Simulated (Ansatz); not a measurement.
The system is FeO (Wuestite).

```xyz
2
Lattice="0.0000 2.1554 2.1554 2.1554 0.0000 2.1554 2.1554 2.1554 0.0000" Properties=species:S:1:pos:R:3 pbc="T T T"
Fe    0.0000    0.0000    0.0000
O     2.1554    2.1554    2.1554
```

Base run:

| Item | Value |
| --- | --- |
| Program | Ansatz 0.2.0 |
| Functional | PBEsol |
| Potentials or basis | all-electron LAPW, scalar-relativistic |
| Cutoff | 349 eV |
| Density cutoff | 1396 eV |
| Basis error allowed | 0.001 eV/atom |
| k mesh | 11 × 11 × 11 |
| Occupations | fermi-dirac, width 0.05 eV |
| Spin | collinear spin, ferromagnetic start |
| Starting moments | [3.0, 0.0] μB |

Its results: pressure -8.6 GPa; net moment 4.00 μB per cell; site moments Fe +3.62; O +0.32 μB.

Task: The run is repeated on the same cell with these changes: functional from PBEsol to revPBE. What comes out?

Result: Pressure 3.7 GPa; net moment 4.00 μB per cell; site moments Fe +3.63; O +0.32 μB.

revPBE binds less tightly than PBEsol, so the same cell stands under more pressure.

Caveats: a cell with one magnetic atom can't hold antiferromagnetic order, which such compounds often take.

Not every run made on this cell is shown here.
